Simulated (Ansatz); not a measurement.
**SnO2 (P4_2/mnm), a film clamped to a substrate**

Theory: DFT r2SCAN, scalar-relativistic, plane waves, PAW in Ansatz 0.2.0. Cutoff 500 eV, Γ-centred 6×6×8 k-points, Gaussian smearing of 0.05 eV. No spin polarisation. Energies are free energies at this smearing, counted from the undisturbed cell; pressure is positive in compression.

Reference structure (relaxed at this level):

```
Sn O
1.0
     4.75982    0.00000    0.00000
     0.00000    4.76006    0.00000
     0.00000    0.00000    3.20071
Sn O
2 4
Cartesian
  2.3799 2.3800 1.6004
  0.0000 0.0000 0.0000
  1.4558 1.4564 0.0000
  3.8358 0.9237 1.6004
  0.9241 3.8364 1.6004
  3.3040 3.3037 0.0000
```

The cell (6 atoms, V0 = 72.52 Å³) is strained by p along both x and y and by q along z, fractional coordinates fixed. τp = (1/V0) ∂E/∂p = (σxx + σyy)(1 + p)(1 + q) and τq = (1/V0) ∂E/∂q = σzz(1 + p)², with tension positive.

```csv
p,q,ΔE (meV/atom),τp (GPa),τq (GPa)
0.000,0.000,0.00,-0.01,-0.01
-0.015,0.000,7.67,-13.87,-4.96
0.015,0.000,7.01,12.11,4.48
0.000,-0.015,4.02,-4.88,-7.24
0.000,0.015,3.69,4.56,6.41
```

**Question.** Get the second derivatives of the energy density.

**Answer.** Central differences give A = ∂τp/∂p = 866 GPa (C11 + C22 + 2 C12), C = ∂τq/∂q = 455 GPa (C33) and the cross term B = ∂τq/∂p = 315 GPa (C13 + C23); ∂τp/∂q = 315 GPa must equal B, and any difference shows higher-order terms. The ions are clamped.

**Question.** A film of this crystal grows with z along the normal on a substrate that imposes p. How does its thickness respond, and what does the misfit cost?

**Answer.** Count p and q from the stress-free cell. A free surface needs τq = 0, so q = −(B/C) p = -0.69 p. The energy density left is (A − B²/C) p²/2 = M p², with the biaxial modulus M = 324 GPa; a misfit of 1 % costs 2.45 meV/atom, against 3.27 meV/atom if the thickness were held.

At p = 0.030 the energies along q are 22.8 (q = -0.030), 20.9 (q = -0.015), 26.8 (q = 0.000), 59.1 (q = 0.030) meV/atom.

**Question.** Does the linear rule hold at this misfit?

**Answer.** A parabola through the lowest point and its neighbours has its minimum at q = -0.019, 20.6 meV/atom. With the stress left in the starting cell, τp0 and τq0, linear elasticity gives q = −(τq0 + Bp)/C = -0.021 and E = V0(τp0 p + τq0 q + Ap²/2 + Bpq + Cq²/2)/N = 22.0 meV/atom. The two agree within a tenth in energy.

Forces appear on the atoms along this scan, and letting them relax would lower the energy and soften the response.

Letting the film change thickness lowers the cost of a 1 % misfit from 3.27 to 2.45 meV/atom. In-plane tension lengthens Sn–O bonds, and contraction along z shortens those with a component in that direction, recovering part of the bond strain. The contraction doesn't conserve volume, as expected of a stiff, partly ionic oxide that resists changes of shape as well as of density.

The departure from linearity has a consistent sign. Compression costs more than equal extension along both strain paths, because short-range repulsion rises steeply while the bonding attraction weakens on stretching. The same anharmonicity probably explains why, at p = 0.030, the fitted minimum lies below the linear estimate, at 20.6 against 22.0 meV/atom, and at a slightly smaller contraction. The linear rule is therefore a good first approximation for a film in tension, but it would probably underestimate the cost of an equally large compressive misfit. These elastic energies alone don't give a critical thickness, which also depends on the energy of misfit dislocations.
